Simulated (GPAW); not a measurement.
# Pt (P-1) in GPAW: relaxation of cell and atoms with OLYP+D4

Aim: the relaxation of cell and atoms of Pt with OLYP+D4.

Everything below comes from runs of GPAW 26.7.0. Logs are shortened: lines on timing, memory, paths and dates and some standing lists are left out, and cuts for length are marked. The log counts tension as positive stress, the text compression.

## Step 1: The cell of the first run

The typed cell holds 1 atom: a = 2.743 Å, b = 2.761 Å, c = 2.721 Å, α = 109.34°, β = 109.59°, γ = 109.30°.

## Step 2: Relaxation of cell and atoms, OLYP+D4, target pressure -1 GPa, at which the enthalpy is minimised (cell sheared at random, sigma 0.01, atoms nudged by 0.01 Å)

run.py

```python
from ase import Atoms
from ase.calculators.mixing import SumCalculator
from ase.filters import FrechetCellFilter
from ase.io import write
from ase.optimize import FIRE
from ase.units import Bohr, GPa
from dftd4.ase import DFTD4
from gpaw import GPAW, PW, setup_paths
from gpaw.elf import elf_from_dft_calculation

setup_paths.insert(0, '.')

atoms = Atoms(['Pt'],
              cell=[[-1.5821724, 1.58498199, 1.58465529],
                    [1.60291519, -1.57977957, 1.60019566],
                    [1.56748235, 1.56508952, -1.57945287]],
              scaled_positions=[[0.0, 0.0, 0.0]],
              pbc=True)

calc = GPAW(mode=PW(600),
            xc='GGA_X_OPTX+GGA_C_LYP',
            kpts={'size': (10, 10, 10), 'gamma': True},
            occupations={'name': 'fermi-dirac', 'width': 0.05},
            nbands=17,
            convergence={'density': 1e-05, 'energy': 1e-05},
            eigensolver='davidson',
            maxiter=150,
            symmetry={'tolerance': 0.001},
            txt='gpaw.txt')
atoms.calc = SumCalculator([calc, DFTD4(method='olyp')])
opt = FIRE(FrechetCellFilter(atoms, scalar_pressure=-1 * GPa), trajectory='relax.traj', logfile='-')
done = opt.run(fmax=0.01, steps=60)
calc.write('gs.gpw')
write('result.traj', atoms)
print('Converged:', done)
print('Cell:', atoms.cell.cellpar().round(4))
print('Volume:', round(atoms.get_volume(), 4))
print(atoms.get_scaled_positions().round(5))

# fields on the real-space grid
write('density.cube', atoms, data=calc.get_pseudo_density() * Bohr**3)
write('potential.cube', atoms, data=calc.get_electrostatic_potential())
write('elf.cube', atoms, data=elf_from_dft_calculation(calc).data)
```

Potentials or basis: PAW data sets generated in the run's folder for this functional, pw.

Run with:

```bash
$ gpaw-setup -f GGA_X_OPTX+GGA_C_LYP Pt
$ OMP_NUM_THREADS=1 python run.py
```

gpaw.txt:

```text
__  _  _
 | _ |_)|_||  |
 |__||  | ||/\| - 26.7.0

Input parameters:
  mode=PW(ecut=600.0),
  convergence={'density': 1e-05, 'energy': 1e-05},
  eigensolver=Davidson(niter=2),
  kpts=MonkhorstPack(size=(10, 10, 10), gamma=True),
  maxiter=150,
  nbands=17,
  occupations=Occupations(name='fermi-dirac', width=0.05),
  symmetry=Symmetry(tolerance=0.001),
  xc=XC(name='GGA_X_OPTX+GGA_C_LYP')

Diagonalizing LCAO Hamiltonian
Converting LCAO to pw mode

       Pt

Atoms  # Å, Bohr magnetons
|   | symbol |        x |        y |        z |    initial magnetic moments |
|---|--------|----------|----------|----------|-----------------------------|
| 0 |     Pt | 0.000000 | 0.000000 | 0.000000 | ( 0.0000,  0.0000,  0.0000) |

Unit cell  # Å
| periodic |         x |         y |         z |  lengths |     angles |
|----------|-----------|-----------|-----------|----------|------------|
|      yes | -1.582172 |  1.584982 |  1.584655 | 2.743459 | 109.335331 |
|      yes |  1.602915 | -1.579780 |  1.600196 | 2.761461 | 109.588569 |
|      yes |  1.567482 |  1.565090 | -1.579453 | 2.720511 | 109.302318 |
[... 115 lines left out ...]
SCF iterations
|iter     | |      energy | eigst |  dens |
|---------|-|-------------|-------|-------|
|iter:   1| |   -5.661314 | +0.01 |       |
|iter:   2| |   -5.592461 | -2.29 | -1.21 |
|iter:   3| |   -5.319193 | -2.13 | -1.25 |
|iter:   4| |   -5.314176 | -3.40 | -2.12 |
|iter:   5| |   -5.315988 | -3.17 | -2.39 |
|iter:   6| |   -5.316043 | -4.50 | -3.51 |
|iter:   7| |   -5.316061c| -5.26 | -3.73 |
|iter:   8| |   -5.316062c| -6.58 | -4.33 |
|iter:   9| |   -5.316062c| -7.35 | -5.04c|
|iter:  10| |   -5.316062c| -8.72c| -5.85c|

Converged in 10 steps
Energy contributions relative to reference atoms: (reference = -500552.614369)

Energy contributions:
  Kinetic:         -11.145737
  Coulomb:           8.657021
  Zero:             -0.518072
  External:          0.000000
  Xc:               -2.305561
  Entropy:          -0.007427
  Spinorbit:         0.000000
  ----------------------------
  Free energy:      -5.319776
  Extrapolated:     -5.316062
[... 25 lines left out ...]
No gap
No difference between direct/indirect transitions

Stress tensor  # eV/Ang^3
|         x |         y |        z |
|-----------|-----------|----------|
|  0.027854 | -0.008261 | 0.011371 |
| -0.008261 |  0.031785 | 0.003552 |
|  0.011371 |  0.003552 | 0.023897 |

Forces  # eV/Ang
|       x |       y |       z |
|---------|---------|---------|
| 0.00000 | 0.00000 | 0.00000 |  # Pt   0
[... 1113 lines left out ...]
SCF iterations
|iter     | |      energy | eigst |  dens |
|---------|-|-------------|-------|-------|
|iter:   1| |   -5.278330 |       |       |
|iter:   2| |   -5.278330 | -7.67c| -4.03 |
|iter:   3| |   -5.278329c| -7.76c| -4.06 |
|iter:   4| |   -5.278329c| -9.04c| -4.55 |
|iter:   5| |   -5.278329c| -8.98c| -4.93 |
|iter:   6| |   -5.278329c|-10.22c| -5.97c|

Converged in 6 steps
Energy contributions relative to reference atoms: (reference = -500552.614369)

Energy contributions:
  Kinetic:          -2.695770
  Coulomb:           1.542583
  Zero:             -0.532538
  External:          0.000000
  Xc:               -3.589527
  Entropy:          -0.006156
  Spinorbit:         0.000000
  ----------------------------
  Free energy:      -5.281407
  Extrapolated:     -5.278329
[... 3377 lines left out ...]
K-points  # in reciprocal-cell coordinates
|     |                                coordinates |     weight |
|-----|--------------------------------------------|------------|
|   0 | (  0.00000000,   0.00000000,   0.00000000) | 0.00100000 |
|   1 | (  0.000
[... cut ...]
 # Pt   0

Interpolating wave functions to new cell

       Pt

Atoms  # Å, Bohr magnetons
|   | symbol |        x |        y |         z |    initial magnetic moments |
|---|--------|----------|----------|-----------|-----------------------------|
| 0 |     Pt | 0.000000 | 0.000000 | -0.000000 | ( 0.0000,  0.0000,  0.0000) |
[... 370 lines left out ...]
Stress tensor  # eV/Ang^3
|         x |         y |         z |
|-----------|-----------|-----------|
| -0.110363 |  0.000001 | -0.000019 |
|  0.000001 | -0.114662 | -0.000001 |
| -0.000019 | -0.000001 | -0.111472 |

Forces  # eV/Ang
|       x |        y |       z |
|---------|----------|---------|
| 0.00000 | -0.00000 | 0.00000 |  # Pt   0

Interpolating wave functions to new cell

       Pt
[... 772 lines left out ...]
Forces  # eV/Ang
|       x |       y |       z |
|---------|---------|---------|
| 0.00000 | 0.00000 | 0.00000 |  # Pt   0

Diagonalizing LCAO Hamiltonian
Converting LCAO to pw mode

       Pt

Atoms  # Å, Bohr magnetons
|   | symbol |        x |        y |         z |    initial magnetic moments |
|---|--------|----------|----------|-----------|-----------------------------|
| 0 |     Pt | 0.000000 | 0.000000 | -0.000000 | ( 0.0000,  0.0000,  0.0000) |
[... 8 lines left out ...]
Number of symmetries: 8
Symmetry operations  # r_c * U_cc + t_c -> r_c
|   | kind |            matrix            |
|---|------|------------------------------|
| 0 |  σ   |  1, 1, 1,  0, 0,-1,  0,-1, 0 |
| 1 |  E   |  1, 0, 0,  0, 1, 0,  0, 0, 1 |
| 2 |  C2  |  0, 1, 0,  1, 0, 0, -1,-1,-1 |
| 3 |  C2  |  0, 0, 1, -1,-1,-1,  1, 0, 0 |
| 4 |  σ   |  0, 0,-1,  1, 1, 1, -1, 0, 0 |
| 5 |  σ   |  0,-1, 0, -1, 0, 0,  1, 1, 1 |
| 6 |  i   | -1, 0, 0,  0,-1, 0,  0, 0,-1 |
| 7 |  C2  | -1,-1,-1,  0, 0, 1,  0, 1, 0 |

BZ-sampling:
  Number of BZ points: 1000
  Number of IBZ points: 171

  Monkhorst-Pack size: [10, 10, 10]
  Monkhorst-Pack shift: [0.05, 0.05, 0.05]
[... 101 lines left out ...]
SCF iterations
|iter     | |      energy | eigst |  dens |
|---------|-|-------------|-------|-------|
|iter:   1| |   -5.692686 | +0.13 |       |
|iter:   2| |   -5.627219 | -2.08 | -1.20 |
|iter:   3| |   -5.344697 | -2.14 | -1.25 |
|iter:   4| |   -5.340615 | -3.35 | -2.18 |
|iter:   5| |   -5.342249 | -3.16 | -2.43 |
|iter:   6| |   -5.342261 | -4.77 | -3.32 |
|iter:   7| |   -5.342278c| -5.42 | -3.78 |
|iter:   8| |   -5.342279c| -7.12 | -4.50 |
|iter:   9| |   -5.342279c| -7.75c| -5.44c|
[... 43 lines left out ...]
Stress tensor  # eV/Ang^3
|         x |         y |         z |
|-----------|-----------|-----------|
| -0.111824 |  0.000001 | -0.000000 |
|  0.000001 | -0.112873 | -0.000000 |
| -0.000000 | -0.000000 | -0.111805 |

Forces  # eV/Ang
|        x |       y |       z |
|----------|---------|---------|
| -0.00000 | 0.00000 | 0.00000 |  # Pt   0

Diagonalizing LCAO Hamiltonian
Converting LCAO to pw mode

       Pt

Atoms  # Å, Bohr magnetons
|   | symbol |        x |        y |         z |    initial magnetic moments |
|---|--------|----------|----------|-----------|-----------------------------|
| 0 |     Pt | 0.000000 | 0.000000 | -0.000000 | ( 0.0000,  0.0000,  0.0000) |
[... 124 lines left out ...]
SCF iterations
|iter     | |      energy | eigst |  dens |
|---------|-|-------------|-------|-------|
|iter:   1| |   -5.692597 | +0.13 |       |
|iter:   2| |   -5.627224 | -2.08 | -1.20 |
|iter:   3| |   -5.344794 | -2.14 | -1.25 |
|iter:   4| |   -5.340602 | -3.35 | -2.18 |
|iter:   5| |   -5.342236 | -3.16 | -2.43 |
|iter:   6| |   -5.342249 | -4.78 | -3.31 |
|iter:   7| |   -5.342265c| -5.42 | -3.77 |
|iter:   8| |   -5.342266c| -7.10 | -4.50 |
|iter:   9| |   -5.342266c| -7.75c| -5.43c|
[... 50 lines left out ...]
Forces  # eV/Ang
|       x |       y |       z |
|---------|---------|---------|
| 0.00000 | 0.00000 | 0.00000 |  # Pt   0

# Writing to gs.gpw (mode='')
```

Wall time 24 min (1 thread of Intel Xeon 6975P-C (Granite Rapids), shared host); peak memory 0.49 GiB.

Results:

```yaml
Free_energy: -7.0770 eV
Relaxed_volume: 14.48 Å³/atom
Relaxed_cell: a = 2.736 Å, b = 2.736 Å, c = 2.736 Å, α = 120.01°, β = 120.02°, γ = 89.97°
Space_group_after_relaxing_to_0.05_Å: Fm-3m (No. 225)
Energy_change_on_relaxing_the_enthalpy_is_what_falls: -183.5 meV/atom
Ionic_steps: 60
Pressure_after_relaxing: -1.0 GPa
Band_gap_on_the_k_mesh: none (metal or under the smearing width)
Dispersion_energy_per_atom: -1.729 eV
```

The path:
```
step  energy change (eV)  largest force (eV/Å)  pressure (GPa)  volume (Å³)
   1              0.0000                0.0000          -20.24        15.90
   3             -0.0653                0.0000           15.57        13.90
   5             -0.0922                0.0000            5.20        14.32
   7             -0.0956                0.0000           -1.76        14.66
   9             -0.0958                0.0000           -1.58        14.65
  11             -0.0962                0.0000           -1.30        14.63
  13             -0.0966                0.0000           -0.99        14.62
  15             -0.0971                0.0000           -0.71        14.60
  17             -0.0978                0.0000           -0.61        14.59
  19             -0.0988                0.0000           -0.83        14.60
  21             -0.1002                0.0000           -1.23        14.62
  23             -0.1026                0.0000           -1.22        14.62
  25             -0.1065                0.0000           -0.76        14.60
  27             -0.1184                0.0000           -1.10        14.60
  29             -0.1519                0.0000           -1.10        14.58
  31             -0.1603                0.0000           -0.40        14.56
  33             -0.1614                0.0000           -1.57        14.61
  35             -0.1629                0.0000           -1.75        14.60
  37             -0.1647                0.0000           -0.69        14.53
  39             -0.1669                0.0000           -0.44        14.50
  41             -0.1719                0.0000           -1.68        14.55
  43             -0.1824                0.0000           -0.53        14.46
  45             -0.1822                0.0000           -0.63        14.47
  47             -0.1828                0.0000           -1.24        14.49
  49             -0.1833                0.0000           -1.31        14.50
  51             -0.1834                0.0000           -1.00        14.48
  53             -0.1834                0.0000           -1.00        14.48
  55             -0.1834                0.0000           -1.00        14.48
  57             -0.1835                0.0000           -1.00        14.48
  59             -0.1835                0.0000           -1.00        14.48
  60             -0.1835                0.0000           -1.00        14.48
```

Final structure:
```
CELL_PARAMETERS angstrom
-1.37194 1.36661 1.93293
1.36347 -1.36874 1.93742
1.37200 1.36870 -1.93141
ATOMIC_POSITIONS crystal
Pt 0.00000 0.00000 0.00000
```

Caveat: later steps reuse the first step's grids; pairwise dispersion overbinds metals, which lowers pressure and volume.
